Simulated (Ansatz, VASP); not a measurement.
Rh in VASP and in Ansatz

POSCAR

```
Rh
1.0
    0.0000000000      1.9612831266      1.9612831266
    1.9612831266      0.0000000000      1.9612831266
    1.9612831266      1.9612831266      0.0000000000
Rh
1
Direct
    0.0000000000      0.0000000000      0.0000000000
```

INCAR.step1

```
PREC = Accurate
ENCUT = 520
ISMEAR = 0
SIGMA = 0.1
LREAL = False
LASPH = True
NELM = 100
NBANDS = 14
GGA = PE
ALGO = Normal
EDIFF = 1E-4
LWAVE = True
LCHARG = False
```

Contents of INCAR.step2:

```
PREC = Accurate
ENCUT = 520
EDIFF = 1E-7
ISMEAR = 0
SIGMA = 0.1
LREAL = False
LASPH = True
NELM = 100
ALGO = Normal
ISIF = 2
LWAVE = False
LCHARG = True
METAGGA = R2SCAN
LMIXTAU = True
LELF = True
LVHAR = True
NBANDS = 14
ISTART = 1
```

File KPOINTS:

```
regular mesh
0
Gamma
  18 18 18
```

Input for Ansatz:

```yaml
crystal:
  lattice:
    - [0.0, 1.9612831266, 1.9612831266]
    - [1.9612831266, 0.0, 1.9612831266]
    - [1.9612831266, 1.9612831266, 0.0]
  atoms:
    - { symbol: Rh, position: [0.0, 0.0, 0.0] }
basis:
  ecutwfc: 500
kpoints:
  mp_grid: { grid: [18, 18, 18] }
hamiltonian:
  xc: r2scan
scf:
  occupations: { method: gaussian, width: 0.1 }
output:
  forces: true
  stress: true
  eigenvalues: true
```

Alike in both runs: task single point; functional r2SCAN; k mesh 18 × 18 × 18; occupations gaussian, width 0.1 eV; no spin polarisation.

|  | VASP | Ansatz |
| --- | --- | --- |
| version | VASP 6.6.1 | Ansatz 0.2.0 |
| potentials or method | VASP PAW PBE potentials, release 64 (Rh_pv) | scalar-relativistic, plane waves, PAW |
| plane-wave cutoff (eV) | 520 | 500 |
| valence electrons in the cell | 15 | 17 |

|  | VASP | Ansatz | Ansatz less VASP |
| --- | --- | --- | --- |
| gap on the k mesh at the Fermi level (eV) | none | none | - |
| pressure (GPa) | -20.2 | -21.0 | -0.76 |

A gap of «none» marks a metal or a gap that the smearing closes. The two sets of potentials don't hold the same shells in valence.

Caveats: so large a pressure means that the cell lies far from this level's equilibrium, or that cutoff or potentials fall short (VASP); the potentials were made for another functional, which shifts forces and pressure (VASP).
